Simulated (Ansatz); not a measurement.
Crystal: Eu2O3.

```xyz
5
Lattice="3.7883 0.0000 0.0000 -1.8941 3.2808 0.0000 0.0000 0.0000 5.8208" Properties=species:S:1:pos:R:3 pbc="T T T"
Eu    0.0000    2.1872    1.4112
Eu    1.8941    1.0936    4.4096
O     0.0000    2.1872    3.7900
O     1.8941    1.0936    2.0309
O     0.0000    0.0000    0.0000
```

Measurements of this composition are mostly on another form, of space group No. 206.

Base run:

| Quantity | Value |
| --- | --- |
| Program | Ansatz 0.2.0 |
| Functional | PBEsol |
| Potentials or basis | all-electron LAPW, scalar-relativistic |
| Cutoff | 343 eV (chosen from the basis error) |
| Basis error allowed | 0.002 eV/atom |
| k mesh | 8 × 8 × 5 |
| Occupations | fermi-dirac, width 0.05 eV |
| Spin | collinear spin, ferromagnetic start |
| Starting moments | [7.0, 7.0, 0.0, 0.0, 0.0] μB |

Its results: pressure -4.6 GPa; net moment 12.00 μB per cell; site moments Eu +6.16; O -0.15, -0.20 μB; largest force 0.255 eV/Å.

The run is repeated on the same cell with these changes: functional from PBEsol to LDA. What comes out?

Pressure -9.0 GPa; net moment 12.00 μB per cell; site moments Eu +6.15; O -0.14, -0.20 μB; largest force 0.365 eV/Å.

LDA binds more tightly than PBEsol, so the same cell stands under less pressure.

Caveats: an open f shell can end in a state above the lowest.
